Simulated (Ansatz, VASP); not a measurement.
## One calculation of MgS, two programs

```
Mg S
1.0
     0.00000    2.83000    2.83000
     2.83000    0.00000    2.83000
     2.83000    2.83000    0.00000
Mg S
1 1
Direct
  0.00000 0.00000 0.00000
  0.25000 0.25000 0.25000
```

The cell was built by a generator and needn't be a form met in nature.

Alike in both runs: task relaxation of cell and atoms; functional LDA; k mesh 8 × 8 × 8; occupations gaussian, width 0.02 eV; no spin polarisation.

```csv
,VASP,Ansatz
version,VASP 6.6.1,Ansatz 0.2.0
potentials or method,"VASP PAW LDA potentials, release 64 (Mg, S)","scalar-relativistic, plane waves, PAW"
plane-wave cutoff (eV),600,420
valence electrons in the cell,8,16
```

```tsv
	VASP	Ansatz	Ansatz less VASP
gap on the k mesh at the Fermi level, each at its own relaxed structure (eV)	3.40	3.36	-0.038
relaxed volume (Å³/atom)	21.77	21.88	+0.110
relaxed cell length with the largest relative difference (Å)	3.949	3.955	+0.0067
energy change over the relaxation (meV/atom)	-7	-5	+1.6
```

The two sets of potentials don't hold the same shells in valence. Ansatz warned: «pseudo_functional_mismatch».

A k mesh can miss the band edges. LDA gaps usually lie below the measured ones, often by a third to a half.
